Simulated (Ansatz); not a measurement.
This ScAl3 structure is the end of a relaxation. The cell was found from a structure generator's guess, not taken from experiment.

Method: DFT PBE, scalar-relativistic, plane waves, PAW in Ansatz 0.2.0. Cutoff 420 eV, Γ-centred mesh, Gaussian smearing, no spin polarisation.

```
Sc Al
1.0
     4.68099    2.70257    0.94927
    -4.68099    2.70257    0.94927
     0.00000   -5.40515    0.94927
Sc Al
1 3
Direct
  0.50000 0.50000 0.50000
  0.00000 0.00000 0.50000
  0.00000 0.50000 0.00000
  0.50000 0.00000 0.00000
```

Formation energies are uncorrected and refer to the elements' standard structures at the same level.

(1) Find its symmetry and describe it.

(2) How far does it lie from the elements in energy?

(3) Is it a metal?

Answers

(1) R-3m (No. 166), with Sc and Al ordered on bcc sites. Conventional cell: a = 9.362 Å, c = 2.848 Å. Around Sc lie 2 Sc at 2.85 Å, 6 Al at 2.86 Å and 6 Al at 3.30 Å; Al has 6 Al at 2.85–2.86 Å, 2 Sc at 2.86 Å, 2 Sc at 3.30 Å and 4 Al at 3.30 Å.

(2) −0.16 eV/atom.

(3) Yes, bands cross the Fermi level on the 18×18×18 mesh.

The last run used an 18×18×18 mesh for its 4-atom cell and Gaussian smearing of 0.10 eV. Symmetry constrained the relaxation, so the result can be a saddle point. Another cell of ScAl3 relaxed alike, in I4/mmm, lies 201 meV/atom lower, so this cell isn't the stable form at this level.
